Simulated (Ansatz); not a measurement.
Clean, relaxed (110) surface of Ti, space group Im-3m (No. 229) (top face towards +c; atoms held fixed, by place in the list: 1, 2):

```
Ti
1.0
     2.81613    0.00000    0.00000
    -0.93871    2.65508    0.00000
     0.00000    0.00000   23.89809
Ti
4
Direct
  0.50000 0.50000 0.35568
  0.00000 0.00000 0.45189
  0.50000 0.50000 0.55119
  0.00000 0.00000 0.63939
```

The calculation used DFT r2SCAN, scalar-relativistic, plane waves, PAW in Ansatz. Settings: cutoff 500 eV, Γ-centred mesh 11×11×1 on the computed 4-atom cell, Gaussian smearing of 0.10 eV; no spin polarisation. A dipole correction removes the field between periodic images along c.

O (atom) is adsorbed on the top face, one adsorbate per 7.5 Å², and relaxed from 3 starting sites (fractions of a and b). E_ads counts from the clean slab and the free adsorbate (spin-polarised where it has unpaired electrons); negative means bound. Heights count from the highest slab atom after relaxation. Δφ is the top face's. Δp counts per cell along +c. Bonded neighbours lie within 1.25 times the sum of covalent radii (1.35 for H) and, on that scale, within 12 % of the closest. With the adsorbate the cell is lengthened along c to keep the vacuum.

```tsv
start	ends at	E_ads (eV)	height (Å)	shortest contact	Δφ (eV)	Δp (e·Å)
top (Ti) at (0.00, 0.00)	(0.00, 0.00), 1 bonded neighbour (Ti)	-5.47	1.58	O–Ti 1.58 Å	+4.40	-0.182
hollow (Ti-Ti-Ti) at (0.33, 0.67)	(0.43, 0.57), 3 bonded neighbours (Ti)	-8.60	0.81	O–Ti 1.90 Å	+0.15	-0.011
bridge (Ti-Ti) at (0.50, 0.00)	(0.50, 0.00), 2 bonded neighbours (Ti)	-7.80	1.09	O–Ti 1.78 Å	+1.96	-0.081
```

Among the sites tried, the lowest end comes from the hollow (Ti-Ti-Ti) at (0.33, 0.67) start; other sites may lie lower.

Each end is the local minimum or symmetric point that its start leads to. This isn't the usual crystal structure of Ti. The slab is only 6.9 Å thick, so the energies aren't converged with thickness.

For at least one of the starts the bottom face's work function also shifts by over 0.1 eV: the slab is too thin to screen the adsorbate, so the work functions aren't converged with thickness.

Spin polarisation was left out, and a magnetic state may lie lower.